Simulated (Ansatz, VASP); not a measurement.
## One calculation of C, two programs

```
C
1.0
     2.12732   -1.22828    0.00000
     2.12732    1.22828    0.00000
    -1.37907    0.00000    3.50283
C
2
Cartesian
  -0.6699 0.0000 3.5025
  3.5455 0.0000 0.0003
```

Alike in both runs: functional r2SCAN; k mesh 12 × 12 × 8; no spin polarisation.

```csv
,VASP,Ansatz
version,VASP 6.6.1,Ansatz 0.2.0
potentials or method,"VASP PAW PBE potentials, release 64 (C)",Ansatz PAW
plane-wave cutoff (eV),520,500
occupations,"gaussian, width 0.01 eV",fixed
valence electrons in the cell,8,8
task,single point,band structure
```

```tsv
	VASP	Ansatz	Ansatz less VASP
gap on the k mesh at the Fermi level (eV)	0.49	0.49	+0.001
least direct gap on the mesh (eV)	0.52	0.52	+0.001
pressure (GPa)	0.5	-0.2	-0.67
largest component of the traceless stress (GPa)	0.61	0.14	-0.469
```

Caveats: the PAW data sets were made with another functional, which shifts forces and pressure a little (VASP); the PAW data sets come from PBE, with cores solved anew for the run's functional, which leaves a small shift of forces and pressure (Ansatz).
